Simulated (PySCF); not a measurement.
# C4H6 (Cyclobutene): the cost of one run

Computed with PySCF 2.14.0, with density-fitted response routines of our own, on a single molecule in the gas phase. Atoms count from 0, in the outputs and in this text.

## 1. The molecule as given

10 atoms, charge 0, multiplicity 1; geometry from: MMFF94s.

Bonds of the start (Å): C0–C1 1.35, C1–C2 1.51, C2–C3 1.54, C3–C0 1.51, C0–H4 1.09, C1–H5 1.09, C2–H6 1.10, C2–H7 1.10, C3–H8 1.10, C3–H9 1.10.

## 2. Optimising the geometry at PBE0-D3(BJ)/def2-SVP

Job settings and geometry (Å):

```
{"job": {"xc": "PBE0", "basis": "def2-SVP", "d3": "d3bj", "grid": 1, "kind": "geom"}, "charge": 0, "multiplicity": 1}
C      1.100937     0.315159    -0.073071
C      0.037380     1.127842    -0.208086
C     -0.964131     0.016148     0.010221
C      0.254840    -0.915290     0.164971
H      2.175269     0.468483    -0.115991
H     -0.077953     2.190208    -0.402033
H     -1.587263     0.099638     0.907329
H     -1.611176    -0.222143    -0.841023
H      0.324081    -1.700914    -0.595335
H      0.348015    -1.379131     1.153017
```

Command:

```bash
> OMP_NUM_THREADS=1 python probes_run.py task.json out
```

The driver reads the jobs from task.json and runs them one after another.

**Question.** How long does this first job take on 1 thread of Arm Neoverse V1, shared host, and how much memory does it need?

About 6 s, with a peak of 0.35 GiB.
